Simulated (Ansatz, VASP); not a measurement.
**One calculation of BeS, two programs**

```xyz
4
Lattice="3.3264 -3.3264 0.0000 3.3264 3.3264 0.0000 0.0000 0.0000 4.7042" Properties=species:S:1:pos:R:3 pbc="T T T"
Be    3.3264    0.0000    0.0000
Be    0.0000    0.0000    0.0000
S     3.3264   -1.6632    3.5282
S     3.3264    1.6632    1.1761
```

Change from the starting cell: ordered vacancies on the cation sites of cuprite (Cmme, No. 67).

Alike in both runs: task single point; functional PBE; k mesh 4 × 4 × 4; occupations gaussian, width 0.1 eV; no spin polarisation.

|  | VASP | Ansatz |
| --- | --- | --- |
| version | VASP 6.6.1 | Ansatz 0.2.0 |
| potentials or method | VASP PAW PBE potentials, release 64 (Be, S) | scalar-relativistic, plane waves, PAW |
| plane-wave cutoff (eV) | 520 | 420 |
| valence electrons in the cell | 16 | 16 |

|  | VASP | Ansatz | Ansatz less VASP |
| --- | --- | --- | --- |
| gap on the k mesh at the Fermi level (eV) | 1.94 | 1.92 | -0.016 |
| least direct gap on the mesh (eV) | 2.14 | 2.13 | -0.013 |
| pressure (GPa) | -6.7 | -6.7 | +0.03 |
| largest component of the traceless stress (GPa) | 8.96 | 8.95 | -0.017 |
| rms of the force components (eV/Å) | 0.572 | 0.572 | -0.0003 |

Atom by atom the forces differ by 0.000 eV/Å (rms over components).

Caveats: forces of over 1 eV/Å show positions far from the minimum, so gaps and moduli don't describe the material at rest. A k mesh can miss the band edges.
